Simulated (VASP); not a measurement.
# Relaxed cell volume of zinc-blende BAs from LDA, PBE, SCAN and r2SCAN, with and without dispersion terms, against the diffraction cell

We calculate the relaxed volume of cubic boron arsenide, BAs (F-43m), with several density functionals and compare it with the diffraction cell of 13.63 Å³ per atom. A positive error means that the calculated cell is too large. BAs is of interest for carrying heat away from electronic devices, and its phonon frequencies, and with them its calculated thermal conductivity, depend on the volume at which they are evaluated. We ask how far each functional lies from the measured cell and how much of that distance a dispersion term changes. The calculated cells are static, whereas the measured one contains zero-point and thermal expansion.

## Calculations

The start is the cell of a diffraction database, 13.63 Å³ per atom, whose temperature is that of the entry, mostly ambient. VASP 6.6.1, plane waves with PAW, cutoff 520 eV; cell and atoms fully relaxed at zero pressure at each level, static lattice, no spin polarisation, no spin-orbit coupling. All ran on AMD EPYC 7R43 64-Core Processor (Zen 3), shared with other work, so times are rough. All levels use the PAW data sets made with PBE. Non-spherical gradient terms inside the PAW spheres (LASPH) are on in the rows so marked and off in the others; they change results slightly and raise the cost.

Notes on method and selection:

- The diffraction cell holds zero-point and thermal expansion, typically 0.5 to 2 % in volume at room temperature, which a static relaxation lacks.
- Crystals whose PBE volume lies more than 1.5 % under or 25 % over the diffraction cell, or whose cell differs by over 0.3 % from another measurement, were left out.
- Non-spherical gradient terms in the PAW spheres (LASPH) were as a rule on for AM05, RPBE, BLYP, D4 and meta-GGAs and in later sessions, and off for LDA, PBE, PBEsol and D3; where rows differ in this, it bears on volumes, moments and cost.
- Runs that did not converge, have known faults or may not be shown are not listed, and runs on Ansatz's PAW sets soft_1 and soft_2 are kept to separate tables.

Columns:

- volume error (%): relaxed volume relative to the diffraction cell.
- volume (Å³/atom): relaxed volume per atom.
- cost per step (core-s): processor time per ionic step of the relaxation.

Input lines of one member:

```
PREC = Accurate
ENCUT = 520
EDIFF = 1E-06
NELM = 100
ISMEAR = -1
SIGMA = 0.05
LREAL = .FALSE.
ALGO = Normal
GGA = CA
NBANDS = 10
LORBIT = 11
KPAR = 2
IBRION = 2
NSW = 60
ISIF = 3
```

Command (options for logging and memory left out): `mpirun -np 2 vasp_std`

## Data

| member | volume error (%) | volume (Å³/atom) | cost per step (core-s) | remark |
| --- | --- | --- | --- | --- |
| LDA | −1.78 | 13.384 | 11 |  |
| PBE | 2.53 | 13.970 | 12 |  |
| r2SCAN | 0.59 | 13.707 | 59 | LASPH on |
| PBE + D3(BJ) | −0.30 | 13.586 | 11 |  |
| r2SCAN + rVV10 | 0.16 | 13.648 | 86 | LASPH on |
| optB86b-vdW | ? | ? | 58 |  |
| PBE + TS | ? | ? | 19 |  |
| SCAN | 0.09 | 13.638 | 55 | LASPH on |

Cells marked ? are withheld until the estimate has been made.

## Mechanism

The errors run from −1.78 % with LDA to 2.53 % with PBE, a span of 2.53 + 1.78 = 4.31 percentage points. Gradient-corrected exchange lowers the energy of strongly varying densities more than that of smooth ones. This favours longer bonds and turns the overbinding of LDA into the underbinding of PBE. SCAN and r2SCAN, which also use the kinetic-energy density, fall between the two, at 0.09 % and 0.59 %.

Both dispersion terms shrink the cell, by very different amounts. D3(BJ) takes PBE from 2.53 to −0.30 %, a change of −0.30 − 2.53 = −2.83 points, while rVV10 takes r2SCAN from 0.59 to 0.16 %, a change of 0.16 − 0.59 = −0.43 points. An attraction between atoms acts like an added pressure $P$ and changes the volume by a fraction of about $-P/B$, with $B$ the bulk modulus. The likely reason for the unequal shifts is that r2SCAN already describes part of the attraction at intermediate range, so that its correction is made weaker. Within each pair the LASPH setting is the same and does not enter the shift.

Taken at face value, SCAN is nearest to the diffraction cell and PBE farthest. Removing a typical expansion of 0.5 to 2 % from the measured cell raises every error by about that amount. PBE then stands at roughly 3.0 to 4.5 % and remains the worst level. The best one depends on the correction: PBE + D3(BJ) at the lower end, LDA at the upper. The small raw errors of SCAN and r2SCAN + rVV10 therefore partly reflect the missing expansion.

D3(BJ) adds no visible cost to PBE, whereas a step with r2SCAN takes about five times as long as one with PBE (59 / 12 = 4.9); LASPH, which is on only for r2SCAN in this pair, adds to the difference.

## Blind estimate

Plain estimates from the members shown:

- PBE + TS, mean of the 6 members shown: 0.21 %, standard deviation 1.3
- optB86b-vdW, mean of the 6 members shown: 0.21 %, standard deviation 1.3

The plain mean of 0.21 % mixes levels with different exchange, so we start from the parent functional in each case.

PBE + TS keeps PBE and adds a pairwise attraction. Its damping is steeper than that of D3(BJ) and suppresses more of the attraction between close neighbours, so we expect a smaller contraction than 2.83 points. As the weak end we take the rVV10 shift. The midpoint is (−2.83 − 0.43) / 2 = −1.63, which gives 2.53 − 1.63 = 0.90 %. Half the separation, (2.83 − 0.43) / 2 = 1.2, serves as the error; with only two shifts it is hardly tighter than the scatter about the mean.

For optB86b-vdW we place the exchange between LDA and PBE by its gradient enhancement at reduced gradient $s$. This is $\mu s^2/(1+\mu s^2)^{4/5}$ with $\mu$ about 0.12, against $\mu s^2/(1+\mu s^2/\kappa)$ with $\mu$ about 0.22 and $\kappa$ about 0.80 in PBE. At $s = 1$ the ratio of the two is about 0.64, and −1.78 + 0.64 × 4.31 = 0.98 %. The ratio is about 0.57 at $s = 0.5$ and about 0.84 at $s = 2$, which gives −1.78 + 0.57 × 4.31 = 0.68 % and −1.78 + 0.84 × 4.31 = 1.84 %, a half-range of (1.84 − 0.68) / 2 = 0.58. The non-local correlation replaces the gradient correlation of PBE, with a net effect of unknown sign; we allow 0.43 for it, the size of the rVV10 shift. Together, √(0.58² + 0.43²) = 0.72. No shown member is a GGA of intermediate strength on which this route could be tried.

**Committed estimate, PBE + TS: volume error = 0.9 ± 1.2 %.**  
**Committed estimate, optB86b-vdW: volume error = 1.0 ± 0.7 %.**

## Outcome

| member | volume error (%) | volume (Å³/atom) | cost per step (core-s) | remark |
| --- | --- | --- | --- | --- |
| optB86b-vdW | 2.02 | 13.902 | 58 | LASPH on |
| PBE + TS | 1.45 | 13.823 | 19 |  |

| member | estimate | volume error (%) | computed | estimate − computed | miss in error bars |
| --- | --- | --- | --- | --- | --- |
| PBE + TS | committed | 0.90 | 1.45 | −0.55 | 0.5 |
| PBE + TS | mean | 0.21 | 1.45 | −1.23 |  |
| optB86b-vdW | committed | 1.00 | 2.02 | −1.02 | 1.5 |
| optB86b-vdW | mean | 0.21 | 2.02 | −1.81 |  |

The estimate for PBE + TS, 0.90 %, lies 0.55 points under the computed 1.45 % and inside its error bar. That for optB86b-vdW, 1.00 %, lies 1.02 points under the computed 2.02 %, or 1.5 error bars. Both came nearer than the plain mean, which missed by 1.23 and 1.81 points.

For TS, the expectation of a weaker contraction than with D3(BJ) was right: the shift from PBE is 1.45 − 2.53 = −1.08 points, against −2.83. Steeper damping is a likely reason, but the two schemes also differ in their dispersion coefficients.

For optB86b-vdW, our interpolation had a flaw. It scaled the whole step from LDA to PBE by a ratio of exchange enhancements, although that step also contains the gradient correction to correlation. In PBE this correction opposes the exchange term and contracts the cell. optB86b-vdW replaces it with non-local correlation, which may contract the cell less. That would give a larger volume than we estimated, as found, but the table does not fix the size of this effect.

## Where the trend breaks

No level stands far apart from the other seven. LDA has the smallest cell, at −1.78 %, and PBE the largest, at 2.53 %, which are the familiar overbinding of the one and underbinding of the other.

The less expected result is optB86b-vdW. It includes dispersion, yet its volume is only 2.53 − 2.02 = 0.51 points below that of PBE and well above that of PBE + D3(BJ). A functional with van der Waals correlation therefore need not give a small cell for a covalent crystal, because its exchange and the rest of its correlation count as well. LASPH is on for optB86b-vdW and off for PBE, so a small part of the 0.51 points may come from that setting.

## Cost against accuracy

A step with optB86b-vdW takes 58 / 12 = 4.8 times as long as one with PBE and brings the volume only 0.51 points closer to the diffraction cell. Both LASPH and the non-local correlation add to the time, and the table does not separate them. PBE + D3(BJ) takes 11 core-seconds, as little as LDA, and shifts the PBE volume by more than five times as much (2.83 / 0.51 = 5.5). For this two-atom cell even the dearest level, r2SCAN + rVV10, needs only 86 core-seconds per step, so cost need not decide the choice here.

## Closing remarks

For BAs, the dispersion terms added to PBE or r2SCAN contract the cell by 0.43 to 2.83 points, depending on the scheme and on the parent functional. Our two estimates missed by 0.55 and 1.02 points, which is too few cases to say how well a further functional could be placed.

In a cubic crystal the lattice constant changes by about a third of the relative change in volume. The contraction of PBE by D3(BJ) thus shortens it by about 2.83 / 3 = 0.94 % of the measured lattice constant.

The omitted zero-point and thermal expansion, roughly 0.5 to 2 % in volume, is smaller than the full spread of the table but can reverse the order of the best levels. Within this range, if it is below about (1.78 + 0.30) / 2 = 1.04 %, PBE + D3(BJ) lies nearest to the static experimental volume; if above, LDA does. A small raw error is thus no sufficient reason to prefer SCAN for this crystal.

[Logs are printed without paths, hosts, clocks, repeated set-up lines and the standing remarks that a program may print on its own settings, such as how far it seeks lower states.]
